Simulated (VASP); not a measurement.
# Mg2Ge (Fm-3m) in VASP: notebook

Runs on Mg2Ge. Level: PBEsol. Tasks: density of states, electric field gradients.

Everything below comes from runs of VASP 6.6.1. Logs are shortened: lines on timing, memory, paths and dates and some standing lists are left out, and cuts for length are marked.

## Step 1: Starting point

Symmetry: Fm-3m, No. 225, cubic system. The conventional cell has a = 6.369 Å, b = 6.369 Å, c = 6.369 Å, α = 90.00°, β = 90.00°, γ = 90.00°. Mg (site symmetry -43m) has 4 Ge at 2.76 Å as nearest neighbours. Around Ge (site symmetry m-3m) lie 8 Mg at 2.76 Å.

The cell comes from a database or a generator and needn't be the stable form of this composition.

## Step 2: Density of states, PBEsol

POSCAR reads:

```
Mg2Ge
1.0
    0.0000000000      3.1842959198      3.1842959198
    3.1842959198      0.0000000000      3.1842959198
    3.1842959198      3.1842959198      0.0000000000
Mg Ge
2 1
Direct
    0.7500000000      0.7500000000      0.7500000000
    0.2500000000      0.2500000000      0.2500000000
    0.0000000000      0.0000000000      0.0000000000
```

INCAR.step1 reads:

```
SYSTEM = Mg2Ge
PREC = Accurate
ENCUT = 520
EDIFF = 1E-7
ISMEAR = -1
SIGMA = 0.08
LREAL = .False.
LASPH = .True.
NELM = 100
ALGO = Fast
ISIF = 2
LWAVE = .False.
LCHARG = .True.
GGA = PS
NBANDS = 16
```

KPOINTS.step1 reads:

```
Automatic mesh
0
Gamma
  9 9 9
  0 0 0
```

INCAR.step2 reads:

```
SYSTEM = Mg2Ge
PREC = Accurate
ENCUT = 520
EDIFF = 1E-7
ISMEAR = -5
SIGMA = 0.08
LREAL = .False.
LASPH = .True.
NELM = 100
ALGO = Fast
ISIF = 2
LWAVE = .False.
LCHARG = .False.
GGA = PS
LORBIT = 10
NEDOS = 1001
ICHARG = 11
```

KPOINTS.step2 reads:

```
Automatic mesh
0
Gamma
  14 14 14
  0 0 0
```

Potentials or basis: VASP PAW PBE potentials, release 64 (Mg, Ge_d).

The run is started by

```
$ cat potpaw_PBE.64/Mg/POTCAR potpaw_PBE.64/Ge_d/POTCAR > POTCAR
$ cp INCAR.step1 INCAR
$ cp KPOINTS.step1 KPOINTS
$ mpirun -np 1 vasp_std > vasp.out
$ cp INCAR.step2 INCAR
$ cp KPOINTS.step2 KPOINTS
$ mpirun -np 1 vasp_std > vasp.out
```

OUTCAR:

```text
SYSTEM = Mg2Ge
   PREC = Accurate
   ENCUT = 520
   EDIFF = 1E-7
   ISMEAR = -5
   LREAL = .False.
   LASPH = .True.
   NELM = 100
   ISIF = 2
   GGA = PS
   LORBIT = 10
   ICHARG = 11

 ion  position               nearest neighbor table
   1  0.750  0.750  0.750-   3 2.76   3 2.76   3 2.76   3 2.76   2 3.18   2 3.18   2 3.18   2 3.18
                             2 3.18   2 3.18
   2  0.250  0.250  0.250-   3 2.76   3 2.76   3 2.76   3 2.76   1 3.18   1 3.18   1 3.18   1 3.18
                             1 3.18   1 3.18
   3  0.000  0.000  0.000-   1 2.76   1 2.76   1 2.76   1 2.76   2 2.76   2 2.76   2 2.76   2 2.76

  LATTYP: Found a face centered cubic cell.
 ALAT       =     6.3685918396

  Lattice vectors:

 A1 = (   0.0000000000,   3.1842959198,   3.1842959198)
 A2 = (   3.1842959198,   0.0000000000,   3.1842959198)
 A3 = (   3.1842959198,   3.1842959198,   0.0000000000)

Analysis of symmetry for initial positions (statically):
=====================================================================
 Subroutine PRICEL returns:
 Original cell was already a primitive cell.

 Routine SETGRP: Setting up the symmetry group for a
 face centered cubic supercell.

 Subroutine GETGRP returns: Found 48 space group operations
 (whereof 48 operations were pure point group operations)
 out of a pool of 48 trial point group operations.

The static configuration has the point symmetry O_h .

Analysis of symmetry for dynamics (positions and initial velocities):
=====================================================================
 Subroutine PRICEL returns:
 Original cell was already a primitive cell.

 Routine SETGRP: Setting up the symmetry group for a
 face centered cubic supercell.

 Subroutine GETGRP returns: Found 48 space group operations
 (whereof 48 operations were pure point group operations)
 out of a pool of 48 trial point group operations.

The dynamic configuration has the point symmetry O_h .

 Subroutine INISYM returns: Found 48 space group operations
 (whereof 48 operations are pure point group operations),
 and found     1 'primitive' translations

----------------------------------------------------------------------------------------

                                     Primitive cell

  volume of cell :      64.5759

  direct lattice vectors                    reciprocal lattice vectors
     0.000000000  3.184295920  3.184295920    -0.157020582  0.157020582  0.157020582
     3.184295920  0.000000000  3.184295920     0.157020582 -0.157020582  0.157020582
     3.184295920  3.184295920  0.000000000     0.157020582  0.157020582 -0.157020582

  length of vectors
     4.503274476  4.503274476  4.503274476     0.271967627  0.271967627  0.271967627

  position of ions in fractional coordinates (direct lattice)
     0.750000000  0.750000000  0.750000000
     0.250000000  0.250000000  0.250000000
     0.000000000  0.000000000  0.000000000

  ion indices of the primitive-cell ions
   primitive index   ion index
                 1           1
                 2           2
                 3           3

----------------------------------------------------------------------------------------

 KPOINTS: Automatic mesh

Automatic generation of k-mesh.
 Grid dimensions read from file:
 generate k-points for:   14   14   14

 Generating k-lattice:

  Cartesian coordinates                     Fractional coordinates (reciprocal lattice)
    -0.011215756  0.011215756  0.011215756     0.071428571  0.000000000  0.000000000
     0.011215756 -0.011215756  0.011215756     0.000000000  0.071428571  0.000000000
     0.011215756  0.011215756 -0.011215756     0.000000000  0.000000000  0.071428571

  Length of vectors
     0.019426259  0.019426259  0.019426259

  Shift w.r.t. Gamma in fractional coordinates (k-lattice)
     0.000000000  0.000000000  0.000000000

 TETIRR: Found    389 inequivalent tetrahedra from    16464

 Subroutine IBZKPT returns following result:
 ===========================================

 Found    104 irreducible k-points:

 Following reciprocal coordinates:
            Coordinates               Weight
  0.000000  0.000000  0.000000      1.000000
  0.071429  0.000000  0.000000      8.000000
  0.142857  0.000000  0.000000      8.000000
  0.214286  0.000000  0.000000      8.000000
  0.285714  0.000000  0.000000      8.000000
  0.357143  0.000000  0.000000      8.000000
[... 16 lines left out ...]
  0.214286  0.142857  0.000000     24.000000
  0.285714  0.142857  0.000000     24.000000
 [... further k-points ...]
   k-points           NKPTS =    104   k-points in BZ     NKDIM =    104   number of bands    NBANDS=     13
   number of dos      NEDOS =   1001   number of ions     NIONS =      3
   total plane-waves  NPLWV =  46656
   dimension x,y,z NGX =    36 NGY =   36 NGZ =   36
   dimension x,y,z NGXF=    72 NGYF=   72 NGZF=   72
   ions per type =               2   1
   NGX,Y,Z   is equivalent  to a cutoff of  13.29, 13.29, 13.29 a.u.
   NGXF,Y,Z  is equivalent  to a cutoff of  26.58, 26.58, 26.58 a.u.
 SYSTEM =  Mg2Ge
   PREC   = accura    normal or accurate (medium, high low for compatibility)
   ISTART =      0    job   : 0-new  1-cont  2-samecut
   ICHARG =     11    charge: 1-file 2-atom 10-const
   ISPIN  =      1    spin polarized calculation?
   LNONCOLLINEAR =      F non collinear calculations
   LSORBIT =      F    spin-orbit coupling
   LASPH  =      T    aspherical Exc in radial PAW
   ENCUT  =  520.0 eV  38.22 Ry    6.18 a.u.   8.37  8.37  8.37*2*pi/ulx,y,z
   NELM   =    100;   NELMIN=  2; NELMDL=  0     # of ELM steps
   EDIFF  = 0.1E-06   stopping-criterion for ELM
   LREAL  =      F    real-space projection
   EDIFFG = 0.1E-05   stopping-criterion for IOM
   NSW    =      0    number of steps for IOM
   IBRION =     -1    ionic relax: 0-MD 1-quasi-New 2-CG
   NFREE  =      0    steps in history (QN), initial steepest desc. (CG)
   ISIF   =      2    stress and relaxation
   ISYM   =      2    0-nonsym 1-usesym 2-fastsym
   POTIM  = 0.5000    time-step for ionic-motion
   TEBEG  =    0.0;   TEEND  =   0.0 temperature during run
   PSTRESS=    0.0 pullay stress
   NELECT =      18.0000    total number of electrons
   NUPDOWN=      -1.0000    fix difference up-down
   EMIN   =  10.00;   EMAX   =-10.00  energy-range for DOS
   EFERMI =   0.00;   METHOD = LEGACY
   ISMEAR =    -5;   SIGMA  =   0.08  broadening in eV -4-tet -1-fermi 0-gaus
   EFERMI_NEDOS =   21; number of points for ismear=-14 and -15
   IALGO  =     68    algorithm
   IMIX   =      4    mixing-type and parameters
     AMIX     =   0.40;   BMIX     =  1.00
     AMIX_MAG =   1.60;   BMIX_MAG =  1.00
  volume/ion in A,a.u.               =      21.53       145.26
  Fermi-wavevector in a.u.,A,eV,Ry     =   1.069405  2.020883 15.559993  1.143627
  Thomas-Fermi vector in A             =   2.205083
   LORBIT       =     10    0 simple, 1 ext, 2 COOP (PROOUT), +10 PAW based schemes
   GGA     = PS    functional components
   LHFCALC =     F    Hartree Fock is set to
   AEXX    =    0.0000 exact exchange contribution
   IVDW    =     0    specifies the selected vdW correction
   LEPSILON=     F    determine dielectric tensor
   LRPA    =     F    only Hartree local field effects (RPA)
 non-spin polarized calculation
 RMM-DIIS sequential band-by-band and
 Fermi weights with tetrahedron method with Bloechl corrections
  energy-cutoff  :      520.00
  volume of cell :       64.58
 maximum number of plane-waves:      1807
 NGX is ok and might be reduce to    36

 number of electron      18.0000007 magnetization

 Free energy of the ion-electron system (eV)
  ---------------------------------------------------
  ext. energy  EPLUGINS =         0.00000000
  ---------------------------------------------------
  free energy    TOTEN  =        -9.24623977 eV

  energy without entropy =       -9.24623977  energy(sigma->0) =       -9.24623977

 E-fermi :   3.4898     XC(G=0):  -9.2125

 val. band max:        3.4776654645   @ k =   0.0000   0.0000   0.0000
 cond. band min:       3.5639970796   @ k =   0.5000   0.5000   0.0000
 fundamental gap:      0.0863316151
 Fermi energy:         3.4897774578

 k-point     1 :       0.0000    0.0000    0.0000
  band No.  band energies     occupation
      1     -20.1619      2.00000
      2     -20.1619      2.00000
      3     -20.1619      2.00000
      4     -20.1440      2.00000
      5     -20.1440      2.00000
      6      -6.3067      2.00000
      7       3.4777      2.00000
      8       3.4777      2.00000
      9       3.4777      2.00000
     10       4.5045      0.00000
     11       6.3196      0.00000
     12       6.3196      0.00000
     13       6.3196      0.00000

 k-point     2 :       0.0714    0.0000    0.0000
  band No.  band energies     occupation
      1     -20.1619      2.00000
      2     -20.1619      2.00000
      3     -20.1619      2.00000
      4     -20.1439      2.00000
      5     -20.1439      2.00000
      6      -6.2637      2.00000
      7       2.8497      2.00000
      8       3.4209      2.00000
      9       3.4209      2.00000
     10       4.9268      0.00000
     11       6.4237      0.00000
     12       6.4237      0.00000
     13       6.4262      0.00000
[... 321 lines left out ...]
 k-point    23 :       0.2143    0.1429    0.0000
  band No.  band energies     occupation
      1     -20.1622      2.00000
      2     -20.1613      2.00000
      3     -20.1612      2.00000
      4     -20.1441      2.00000
      5     -20.1436      2.00000
      6      -5.9312      2.00000
      7       1.3584      2.00000
      8       2.6316      2.00000
      9       2.6503      2.00000
     10       5.5184      0.00000
     11       6.0038      0.00000
     12       7.1589      0.00000
     13       7.6481      0.00000

 k-point    24 :       0.2857    0.1429    0.0000
  band No.  band energies     occupation
      1     -20.1621      2.00000
      2     -20.1611      2.00000
      3     -20.1610      2.00000
      4     -20.1441      2.00000
      5     -20.1436      2.00000
      6      -5.7140      2.00000
      7       0.5825      2.00000
      8       2.3996      2.00000
      9       2.4663      2.00000
     10       5.4077      0.00000
     11       6.2921      0.00000
     12       6.8513      0.00000
     13       7.7153      0.00000

 [... further k-points ...]

------------------------ aborting loop because EDIFF is reached ----------------------------------------

  FORCE on cell =-STRESS in cart. coord.  units (eV):
  Direction    XX          YY          ZZ          XY          YZ          ZX
  --------------------------------------------------------------------------------------
  -------------------------------------------------------------------------------------
  Total       -0.0065477     -0.0065477     -0.0065477      0.0000000      0.0000000     -0.0000000
  in kB       -0.1624535     -0.1624535     -0.1624535      0.0000000      0.0000000     -0.0000000
  external PRESSURE =      -0.1624535 kB  Pullay stress =       0.0000000 kB

 VOLUME and BASIS-vectors are now :
 -----------------------------------------------------------------------------
  energy-cutoff  :      520.00
  volume of cell :       64.58
      direct lattice vectors                 reciprocal lattice vectors
     0.000000000  3.184295920  3.184295920    -0.157020582  0.157020582  0.157020582
     3.184295920  0.000000000  3.184295920     0.157020582 -0.157020582  0.157020582
     3.184295920  3.184295920  0.000000000     0.157020582  0.157020582 -0.157020582

 POSITION                                       TOTAL-FORCE (eV/Angst)
 -----------------------------------------------------------------------------------
      4.77644      4.77644      4.77644        -0.000000     -0.000000     -0.000000
      1.59215      1.59215      1.59215         0.000000      0.000000      0.000000
      0.00000      0.00000      0.00000        -0.000000      0.000000      0.000000
 -----------------------------------------------------------------------------------
    total drift:                               -0.000000      0.000000      0.000000

  FREE ENERGIE OF THE ION-ELECTRON SYSTEM (eV)
  ---------------------------------------------------
  free  energy   TOTEN  =        -9.2462397700 eV

  energy  without entropy=       -9.2462397700  energy(sigma->0) =       -9.24623977

 total charge

# of ion       s       p       d       tot
------------------------------------------
    1        0.182   0.139   0.024   0.344
    2        0.182   0.139   0.024   0.344
    3        1.117   1.374   9.963  12.454
--------------------------------------------------
tot          1.481   1.652  10.010  13.142
```

It took 49 s on 1 thread of Intel Xeon 6975P-C (Granite Rapids), shared host; peak memory 0.26 GiB.

What came out:

```yaml
Valence_electrons_inside_the_program's_atomic_spheres: Mg 0.34; Ge 12.45
```

States per cell in windows of 1 eV (zero at the valence-band top; states under -8 eV left out):
| from (eV) | total | Ge3_p | Mg1_p | Mg2_p | Mg1_s | Mg2_s | Ge3_d |
| --- | --- | --- | --- | --- | --- | --- | --- |
| -8.0 | 0.00 | 0.00 | 0.00 | 0.00 | 0.00 | 0.00 | 0.00 |
| -7.0 | 0.00 | 0.00 | 0.00 | 0.00 | 0.00 | 0.00 | 0.00 |
| -6.0 | 0.00 | 0.00 | 0.00 | 0.00 | 0.00 | 0.00 | 0.00 |
| -5.0 | 1.14 | 0.19 | 0.01 | 0.01 | 0.06 | 0.06 | 0.00 |
| -4.0 | 1.05 | 0.19 | 0.01 | 0.01 | 0.04 | 0.04 | 0.00 |
| -3.0 | 1.30 | 0.28 | 0.03 | 0.03 | 0.03 | 0.03 | 0.01 |
| -2.0 | 1.65 | 0.44 | 0.05 | 0.05 | 0.02 | 0.02 | 0.01 |
| -1.0 | 0.85 | 0.28 | 0.02 | 0.02 | 0.00 | 0.00 | 0.00 |
| 0.0 | 0.28 | 0.01 | 0.01 | 0.01 | 0.01 | 0.01 | 0.01 |
| 1.0 | 1.48 | 0.06 | 0.03 | 0.03 | 0.07 | 0.07 | 0.05 |
| 2.0 | 1.65 | 0.11 | 0.05 | 0.05 | 0.06 | 0.06 | 0.07 |
| 3.0 | 1.70 | 0.13 | 0.07 | 0.07 | 0.04 | 0.04 | 0.08 |
| 4.0 | 1.40 | 0.14 | 0.05 | 0.05 | 0.03 | 0.03 | 0.07 |
| 5.0 | 1.08 | 0.13 | 0.04 | 0.04 | 0.02 | 0.02 | 0.05 |
| 6.0 | 0.33 | 0.05 | 0.01 | 0.01 | 0.00 | 0.00 | 0.02 |
| 7.0 | 0.08 | 0.01 | 0.00 | 0.00 | 0.00 | 0.00 | 0.00 |

Caveat: the PAW data sets were made with another functional, which shifts forces and pressure a little.

(Part 1 of 2 ends here.)
